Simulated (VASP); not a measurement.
# MgS (F-43m) in VASP: a series of runs

The runs below take MgS through single point, with LDA.

Program: VASP 6.6.1. These are calculated values, not measurements. Logs are shortened: lines on timing, memory, paths and dates and some standing lists are left out, and cuts for length are marked.

## (1) The structure

Symmetry: F-43m, No. 216, cubic system. Conventional cell: a = 5.666 Å, b = 5.666 Å, c = 5.666 Å, α = 90.00°, β = 90.00°, γ = 90.00°. S (site symmetry -43m) is surrounded by 4 Mg at 2.45 Å. Mg (site symmetry -43m) has 4 S at 2.45 Å as nearest neighbours.

The cell comes from a database or a generator and needn't be the stable form of this composition.

## (2) Single point, LDA

Contents of INCAR:

```
PREC = Accurate ; ENCUT = 700
EDIFF = 1E-6 ; ISMEAR = 0
SIGMA = 0.05 ; LREAL = False
LASPH = True ; NELM = 100
ALGO = Normal ; ISIF = 2
LWAVE = False ; LCHARG = False
ADDGRID = False
```

Contents of KPOINTS:

```
Automatic mesh
0
Gamma
  4 4 4
```

Contents of POSCAR:

```
MgS
1.0
    0.0000000000      2.8331200468      2.8331200468
    2.8331200468      0.0000000000      2.8331200468
    2.8331200468      2.8331200468      0.0000000000
S Mg
1 1
Direct
    0.2500000000      0.2500000000      0.2500000000
    0.0000000000      0.0000000000      0.0000000000
```

Potentials or basis: VASP PAW LDA potentials, release 64 (S, Mg).

The run is started by

```bash
> cat potpaw_LDA.64/S/POTCAR potpaw_LDA.64/Mg/POTCAR > POTCAR
> mpirun -np 1 vasp_std > vasp.out
```

OUTCAR:

```text
PREC = Accurate
   ENCUT = 700
   EDIFF = 1E-6
   ISMEAR = 0
   LREAL = False
   LASPH = True
   NELM = 100
   ISIF = 2

 Found      8 irreducible k-points:

 Following reciprocal coordinates:
            Coordinates               Weight
  0.000000  0.000000  0.000000      1.000000
  0.250000  0.000000  0.000000      8.000000
  0.500000  0.000000  0.000000      4.000000
  0.250000  0.250000  0.000000      6.000000
  0.500000  0.250000  0.000000     24.000000
 -0.250000  0.250000  0.000000     12.000000
   k-points           NKPTS =      8   k-points in BZ     NKDIM =      8   number of bands    NBANDS=      8
   number of dos      NEDOS =    301   number of ions     NIONS =      2
   total plane-waves  NPLWV =  46656
   dimension x,y,z NGX =    36 NGY =   36 NGZ =   36
   dimension x,y,z NGXF=    72 NGYF=   72 NGZF=   72
   ions per type =               1   1
   NGX,Y,Z   is equivalent  to a cutoff of  14.94, 14.94, 14.94 a.u.
   NGXF,Y,Z  is equivalent  to a cutoff of  29.87, 29.87, 29.87 a.u.
 SYSTEM =  unknown system
   PREC   = accura    normal or accurate (medium, high low for compatibility)
   ISTART =      0    job   : 0-new  1-cont  2-samecut
   ICHARG =      2    charge: 1-file 2-atom 10-const
   ISPIN  =      1    spin polarized calculation?
   LNONCOLLINEAR =      F non collinear calculations
   LSORBIT =      F    spin-orbit coupling
   LASPH  =      T    aspherical Exc in radial PAW
   ENCUT  =  700.0 eV  51.45 Ry    7.17 a.u.   8.64  8.64  8.64*2*pi/ulx,y,z
   NELM   =    100;   NELMIN=  2; NELMDL= -5     # of ELM steps
   EDIFF  = 0.1E-05   stopping-criterion for ELM
   LREAL  =      F    real-space projection
   EDIFFG = 0.1E-04   stopping-criterion for IOM
   NSW    =      0    number of steps for IOM
   IBRION =     -1    ionic relax: 0-MD 1-quasi-New 2-CG
   NFREE  =      0    steps in history (QN), initial steepest desc. (CG)
   ISIF   =      2    stress and relaxation
   ISYM   =      2    0-nonsym 1-usesym 2-fastsym
   POTIM  = 0.5000    time-step for ionic-motion
   TEBEG  =    0.0;   TEEND  =   0.0 temperature during run
   PSTRESS=    0.0 pullay stress
   NELECT =       8.0000    total number of electrons
   NUPDOWN=      -1.0000    fix difference up-down
   EMIN   =  10.00;   EMAX   =-10.00  energy-range for DOS
   EFERMI =   0.00;   METHOD = LEGACY
   ISMEAR =     0;   SIGMA  =   0.05  broadening in eV -4-tet -1-fermi 0-gaus
   EFERMI_NEDOS =   21; number of points for ismear=-14 and -15
   IALGO  =     38    algorithm
   IMIX   =      4    mixing-type and parameters
     AMIX     =   0.40;   BMIX     =  1.00
     AMIX_MAG =   1.60;   BMIX_MAG =  1.00
  volume/ion in A,a.u.               =      22.74       153.46
  Fermi-wavevector in a.u.,A,eV,Ry     =   0.917269  1.733386 11.447692  0.841382
  Thomas-Fermi vector in A             =   2.042218
   LORBIT       =      0    0 simple, 1 ext, 2 COOP (PROOUT), +10 PAW based schemes
   GGA     = CA    functional components
   LHFCALC =     F    Hartree Fock is set to
   AEXX    =    0.0000 exact exchange contribution
   IVDW    =     0    specifies the selected vdW correction
   LEPSILON=     F    determine dielectric tensor
   LRPA    =     F    only Hartree local field effects (RPA)
 non-spin polarized calculation
 Gauss-broadening in eV      SIGMA  =   0.05
  energy-cutoff  :      700.00
  volume of cell :       45.48
 maximum number of plane-waves:      1924
 NGX is ok and might be reduce to    36
   NGX = 17   NGY = 17   NGZ = 17

 number of electron       8.0000000 magnetization

 Free energy of the ion-electron system (eV)
  ---------------------------------------------------
  ext. energy  EPLUGINS =         0.00000000
  ---------------------------------------------------
  free energy    TOTEN  =        -9.36174563 eV

  energy without entropy =       -9.36174563  energy(sigma->0) =       -9.36174563

 E-fermi :   1.1080     XC(G=0):  -8.7493

 val. band max:        0.8925924281   @ k =   0.0000   0.0000   0.0000
 cond. band min:       4.0677568589   @ k =   0.0000   0.0000   0.0000
 fundamental gap:      3.1751644308
 Fermi energy:         1.1080056011

 k-point     1 :       0.0000    0.0000    0.0000
  band No.  band energies     occupation
      1     -10.3371      2.00000
      2       0.8926      2.00000
      3       0.8926      2.00000
      4       0.8926      2.00000
      5       4.0678      0.00000
      6       8.6435      0.00000
      7       8.6435      0.00000
      8       8.6435      0.00000

 k-point     2 :       0.2500    0.0000    0.0000
  band No.  band energies     occupation
      1     -10.0161      2.00000
      2      -1.0199      2.00000
      3       0.7148      2.00000
      4       0.7148      2.00000
      5       5.6065      0.00000
      6       8.4654      0.00000
      7       8.8617      0.00000
      8       8.8617      0.00000

 k-point     3 :       0.5000    0.0000    0.0000
  band No.  band energies     occupation
      1      -9.6376      2.00000
      2      -2.3174      2.00000
      3       0.5584      2.00000
      4       0.5584      2.00000
      5       5.7440      0.00000
      6       8.3393      0.00000
      7       8.3393      0.00000
      8       9.2456      0.00000

 k-point     4 :       0.2500    0.2500    0.0000
  band No.  band energies     occupation
      1      -9.9106      2.00000
      2      -0.9103      2.00000
      3       0.3090      2.00000
      4       0.3090      2.00000
      5       5.8244      0.00000
      6       7.1847      0.00000
      7       9.0858      0.00000
      8      10.1722      0.00000

 k-point     5 :       0.5000    0.2500    0.0000
  band No.  band energies     occupation
      1      -9.5316      2.00000
      2      -1.8247      2.00000
      3      -0.4650      2.00000
      4       0.1639      2.00000
      5       5.8768      0.00000
      6       7.6682      0.00000
      7       9.1750      0.00000
      8      10.0102      0.00000

 k-point     6 :      -0.2500    0.2500    0.0000
  band No.  band energies     occupation
      1      -9.6568      2.00000
      2      -1.5993      2.00000
      3      -0.5445      2.00000
      4       0.5372      2.00000
      5       7.0382      0.00000
      6       7.4937      0.00000
      7       8.6536      0.00000
      8       9.4249      0.00000

 [... further k-points ...]

------------------------ aborting loop because EDIFF is reached ----------------------------------------

  FORCE on cell =-STRESS in cart. coord.  units (eV):
  Direction    XX          YY          ZZ          XY          YZ          ZX
  --------------------------------------------------------------------------------------
  -------------------------------------------------------------------------------------
  Total       -0.6825899     -0.6825899     -0.6825899      0.0000000      0.0000000      0.0000000
  in kB      -24.0461493    -24.0461493    -24.0461493      0.0000000      0.0000000      0.0000000
  external PRESSURE =     -24.0461493 kB  Pullay stress =       0.0000000 kB

 VOLUME and BASIS-vectors are now :
 -----------------------------------------------------------------------------
  energy-cutoff  :      700.00
  volume of cell :       45.48
      direct lattice vectors                 reciprocal lattice vectors
     0.000000000  2.833120047  2.833120047    -0.176483874  0.176483874  0.176483874
     2.833120047  0.000000000  2.833120047     0.176483874 -0.176483874  0.176483874
     2.833120047  2.833120047  0.000000000     0.176483874  0.176483874 -0.176483874

 POSITION                                       TOTAL-FORCE (eV/Angst)
 -----------------------------------------------------------------------------------
      1.41656      1.41656      1.41656        -0.000000     -0.000000     -0.000000
      0.00000      0.00000      0.00000         0.000000      0.000000      0.000000
 -----------------------------------------------------------------------------------
    total drift:                                0.000000      0.000000      0.000000

  FREE ENERGIE OF THE ION-ELECTRON SYSTEM (eV)
  ---------------------------------------------------
  free  energy   TOTEN  =        -9.3617456296 eV

  energy  without entropy=       -9.3617456295  energy(sigma->0) =       -9.36174563
```

Run time: 5.6 s. Hardware: 1 thread of Intel Xeon Platinum 8488C (Sapphire Rapids), shared host; peak memory 0.16 GiB.

The run converged, but some of its settings lie outside the range that counts as converged, so its numbers aren't taken as properties of the crystal.

What came out:

| Property | Result |
| --- | --- |
| Free energy | -9.3617 eV |
| Pressure | -2.4 GPa |
| Band gap on the k mesh | 3.18 eV, direct |

Caveat: the k mesh is coarse (spacing up to 0.48 Å⁻¹), so the values aren't converged.

## (3) Single point, LDA

INCAR is that of step 2.

KPOINTS is that of step 2.

Contents of POSCAR:

```
MgS
1.0
    0.0000000000      2.8331200468      2.8331200468
    2.8331200468      0.0000000000      2.8331200468
    2.8331200468      2.8331200468      0.0000000000
S Mg
1 1
Direct
    0.2346630000      0.2748010000      0.2357280000
   -0.0216520000      0.0237760000     -0.0317750000
```

Potentials or basis: VASP PAW LDA potentials, release 64 (S, Mg).

The run is started by

```bash
> cat potpaw_LDA.64/S/POTCAR potpaw_LDA.64/Mg/POTCAR > POTCAR
> mpirun -np 1 vasp_std > vasp.out
```

Run time: 17 s. Hardware: 1 thread of Intel Xeon Platinum 8488C (Sapphire Rapids), shared host; peak memory 0.17 GiB.

These settings aren't checked as converged: the numbers below hold their error.

Results:

| Quantity | Value |
| --- | --- |
| Free energy | -9.3424 eV |
| Pressure | -2.2 GPa |
| Largest force | 0.429 eV/Å |
| Band gap on the k mesh | 3.05 eV, direct |

Caveat: the k mesh is coarse (spacing up to 0.48 Å⁻¹), so the values aren't converged.

## (4) Single point, LDA

INCAR: that of step 3 with these lines changed.

```diff
@@ -1,2 +1,2 @@
-PREC = Accurate ; ENCUT = 700
+PREC = Accurate ; ENCUT = 450
 EDIFF = 1E-6 ; ISMEAR = 0
```

Contents of KPOINTS:

```
Automatic mesh
0
Gamma
  5 5 5
```

Contents of POSCAR:

```
MgS
1.0
    0.0000000000      2.8331200468      2.8331200468
    2.8331200468      0.0000000000      2.8331200468
    2.8331200468      2.8331200468      0.0000000000
S Mg
1 1
Direct
    0.2500000000      0.2500000000      0.2500000000
    0.0000000000      0.0000000000      0.0000000000
```

Potentials or basis: VASP PAW LDA potentials, release 64 (S, Mg).

The run is started by

```bash
> cat potpaw_LDA.64/S/POTCAR potpaw_LDA.64/Mg/POTCAR > POTCAR
> mpirun -np 1 vasp_std > vasp.out
```

OUTCAR:

```text
PREC = Accurate
   ENCUT = 450
   EDIFF = 1E-6
   ISMEAR = 0
   LREAL = False
   LASPH = True
   NELM = 100
   ISIF = 2

 Found     10 irreducible k-points:

 Following reciprocal coordinates:
            Coordinates               Weight
  0.000000  0.000000  0.000000      1.000000
  0.200000  0.000000  0.000000      8.000000
  0.400000  0.000000  0.000000      8.000000
  0.200000  0.200000  0.000000      6.000000
  0.400000  0.200000  0.000000     24.000000
 -0.400000  0.200000  0.000000     24.000000
   k-points           NKPTS =     10   k-points in BZ     NKDIM =     10   number of bands    NBANDS=      8
   number of dos      NEDOS =    301   number of ions     NIONS =      2
   total plane-waves  NPLWV =  21952
   dimension x,y,z NGX =    28 NGY =   28 NGZ =   28
   dimension x,y,z NGXF=    56 NGYF=   56 NGZF=   56
   ions per type =               1   1
   NGX,Y,Z   is equivalent  to a cutoff of  11.62, 11.62, 11.62 a.u.
   NGXF,Y,Z  is equivalent  to a cutoff of  23.24, 23.24, 23.24 a.u.
 SYSTEM =  unknown system
   PREC   = accura    normal or accurate (medium, high low for compatibility)
   ISTART =      0    job   : 0-new  1-cont  2-samecut
   ICHARG =      2    charge: 1-file 2-atom 10-const
   ISPIN  =      1    spin polarized calculation?
   LNONCOLLINEAR =      F non collinear calculations
   LSORBIT =      F    spin-orbit coupling
   LASPH  =      T    aspherical Exc in radial PAW
   ENCUT  =  450.0 eV  33.07 Ry    5.75 a.u.   6.93  6.93  6.93*2*pi/ulx,y,z
   NELM   =    100;   NELMIN=  2; NELMDL= -5     # of ELM steps
   EDIFF  = 0.1E-05   stopping-criterion for ELM
   LREAL  =      F    real-space projection
   EDIFFG = 0.1E-04   stopping-criterion for IOM
   NSW    =      0    number of steps for IOM
   IBRION =     -1    ionic relax: 0-MD 1-quasi-New 2-CG
   NFREE  =      0    steps in history (QN), initial steepest desc. (CG)
   ISIF   =      2    stress and relaxation
   ISYM   =      2    0-nonsym 1-usesym 2-fastsym
   POTIM  = 0.5000    time-step for ionic-motion
   TEBEG  =    0.0;   TEEND  =   0.0 temperature during run
   PSTRESS=    0.0 pullay stress
   NELECT =       8.0000    total number of electrons
   NUPDOWN=      -1.0000    fix difference up-down
   EMIN   =  10.00;   EMAX   =-10.00  energy-range for DOS
   EFERMI =   0.00;   METHOD = LEGACY
   ISMEAR =     0;   SIGMA  =   0.05  broadening in eV -4-tet -1-fermi 0-gaus
   EFERMI_NEDOS =   21; number of points for ismear=-14 and -15
   IALGO  =     38    algorithm
   IMIX   =      4    mixing-type and parameters
     AMIX     =   0.40;   BMIX     =  1.00
     AMIX_MAG =   1.60;   BMIX_MAG =  1.00
  volume/ion in A,a.u.               =      22.74       153.46
  Fermi-wavevector in a.u.,A,eV,Ry     =   0.917269  1.733386 11.447692  0.841382
  Thomas-Fermi vector in A             =   2.042218
   LORBIT       =      0    0 simple, 1 ext, 2 COOP (PROOUT), +10 PAW based schemes
   GGA     = CA    functional components
   LHFCALC =     F    Hartree Fock is set to
   AEXX    =    0.0000 exact exchange contribution
   IVDW    =     0    specifies the selected vdW correction
   LEPSILON=     F    determine dielectric tensor
   LRPA    =     F    only Hartree local field effects (RPA)
 non-spin polarized calculation
 Gauss-broadening in eV      SIGMA  =   0.05
  energy-cutoff  :      450.00
  volume of cell :       45.48
 maximum number of plane-waves:       990
   NGX = 13   NGY = 13   NGZ = 13

 number of electron       8.0000001 magnetization

 Free energy of the ion-electron system (eV)
  ---------------------------------------------------
  ext. energy  EPLUGINS =         0.00000000
  ---------------------------------------------------
  free energy    TOTEN  =        -9.37467905 eV

  energy without entropy =       -9.37467905  energy(sigma->0) =       -9.37467905

 E-fermi :   1.1513     XC(G=0):  -8.7519

 val. band max:        0.8827709160   @ k =   0.0000   0.0000   0.0000
 cond. band min:       4.0638315083   @ k =   0.0000   0.0000   0.0000
 fundamental gap:      3.1810605923
 Fermi energy:         1.1513330298

 k-point     1 :       0.0000    0.0000    0.0000
  band No.  band energies     occupation
      1     -10.3478      2.00000
      2       0.8828      2.00000
      3       0.8828      2.00000
      4       0.8828      2.00000
      5       4.0638      0.00000
      6       8.6410      0.00000
      7       8.6410      0.00000
      8       8.6410      0.00000
[... 45 lines left out ...]
 k-point     6 :      -0.4000    0.2000    0.0000
  band No.  band energies     occupation
      1      -9.5594      2.00000
      2      -1.9877      2.00000
      3      -0.4312      2.00000
      4       0.3720      2.00000
      5       6.5069      0.00000
      6       7.4668      0.00000
      7       9.2415      0.00000
      8       9.5430      0.00000

 [... further k-points ...]

------------------------ aborting loop because EDIFF is reached ----------------------------------------

  FORCE on cell =-STRESS in cart. coord.  units (eV):
  Direction    XX          YY          ZZ          XY          YZ          ZX
  --------------------------------------------------------------------------------------
  -------------------------------------------------------------------------------------
  Total       -0.7130736     -0.7130736     -0.7130736      0.0000000      0.0000000     -0.0000000
  in kB      -25.1200214    -25.1200214    -25.1200214      0.0000000      0.0000000     -0.0000000
  external PRESSURE =     -25.1200214 kB  Pullay stress =       0.0000000 kB

 VOLUME and BASIS-vectors are now :
 -----------------------------------------------------------------------------
  energy-cutoff  :      450.00
  volume of cell :       45.48
      direct lattice vectors                 reciprocal lattice vectors
     0.000000000  2.833120047  2.833120047    -0.176483874  0.176483874  0.176483874
     2.833120047  0.000000000  2.833120047     0.176483874 -0.176483874  0.176483874
     2.833120047  2.833120047  0.000000000     0.176483874  0.176483874 -0.176483874

 POSITION                                       TOTAL-FORCE (eV/Angst)
 -----------------------------------------------------------------------------------
      1.41656      1.41656      1.41656         0.000000      0.000000      0.000000
      0.00000      0.00000      0.00000        -0.000000     -0.000000     -0.000000
 -----------------------------------------------------------------------------------
    total drift:                                0.000000      0.000000      0.000000

  FREE ENERGIE OF THE ION-ELECTRON SYSTEM (eV)
  ---------------------------------------------------
  free  energy   TOTEN  =        -9.3746790483 eV

  energy  without entropy=       -9.3746790483  energy(sigma->0) =       -9.37467905
```

OSZICAR:

```text
N       E                     dE             d eps       ncg     rms          rms(c)
DAV:   1     0.229195458749E+02    0.22920E+02   -0.33506E+03   160   0.705E+02
DAV:   2    -0.868064725309E+01   -0.31600E+02   -0.31600E+02   224   0.104E+02
DAV:   3    -0.993183825282E+01   -0.12512E+01   -0.12512E+01   184   0.284E+01
DAV:   4    -0.993778236327E+01   -0.59441E-02   -0.59441E-02   272   0.232E+00
DAV:   5    -0.993778601958E+01   -0.36563E-05   -0.36563E-05   192   0.556E-02    0.402E+00
DAV:   6    -0.943179378463E+01    0.50599E+00   -0.14920E+00   168   0.564E+00    0.310E+00
DAV:   7    -0.937955997029E+01    0.52234E-01   -0.23272E-01   184   0.233E+00    0.218E+00
DAV:   8    -0.937504172268E+01    0.45182E-02   -0.10116E-02   184   0.832E-01    0.892E-01
DAV:   9    -0.937464159896E+01    0.40012E-03   -0.99059E-04   184   0.210E-01    0.336E-01
DAV:  10    -0.937467656200E+01   -0.34963E-04   -0.44783E-05   224   0.431E-02    0.931E-02
DAV:  11    -0.937467909279E+01   -0.25308E-05   -0.19259E-05   176   0.245E-02    0.394E-02
DAV:  12    -0.937467904832E+01    0.44471E-07   -0.76332E-07    96   0.528E-03
   1 F= -.93746790E+01 E0= -.93746790E+01  d E =-.200026E-15
```

stdout:

```text
POSCAR found type information on POSCAR S Mg
 POSCAR found :  2 types and       2 ions
 scaLAPACK will be used
 LDA part: xc-table for (Slater(with rela. corr.)+CA(PZ))
 , standard interpolation
 POSCAR, INCAR and KPOINTS ok, starting setup
 FFT: planning ... GRIDC
 FFT: planning ... GRID_SOFT
 FFT: planning ... GRID
 WAVECAR not read
 entering main loop
```

It took 3.1 s on 1 thread of Intel Xeon Platinum 8488C (Sapphire Rapids), shared host; peak memory 0.13 GiB.

These settings aren't checked as converged: the numbers below hold their error.

Results:

```
Free energy            : -9.3747 eV
Pressure               : -2.5 GPa
Band gap on the k mesh : 3.18 eV, direct
```

## (5) Single point, LDA

INCAR is that of step 4.

KPOINTS is that of step 4.

Contents of POSCAR:

```
MgS
1.0
    0.0000000000      2.8331200468      2.8331200468
    2.8331200468      0.0000000000      2.8331200468
    2.8331200468      2.8331200468      0.0000000000
S Mg
1 1
Direct
    0.2346630000      0.2748010000      0.2357280000
   -0.0216520000      0.0237760000     -0.0317750000
```

The run is started by

```bash
> cat potpaw_LDA.64/S/POTCAR potpaw_LDA.64/Mg/POTCAR > POTCAR
> mpirun -np 1 vasp_std > vasp.out
```

Wall time 13 s (1 thread of Intel Xeon Platinum 8488C (Sapphire Rapids), shared host); peak memory 0.14 GiB.

These settings aren't checked as converged: the numbers below hold their error.

What came out:

```yaml
Free_energy: -9.3554 eV
Pressure: -2.3 GPa
Largest_force: 0.429 eV/Å
Band_gap_on_the_k_mesh: 3.06 eV, direct
```

## (6) The reference run

An earlier run on the cell as given: functional PBEsol; potentials or basis VASP PAW PBE potentials, release 64 (S, Mg); cutoff 520 eV; k mesh 8 × 8 × 8; occupations fermi-dirac, width 0.05 eV; no spin polarisation.

- Pressure: -0.5 GPa
- Band gap on the k mesh: 3.29 eV, direct
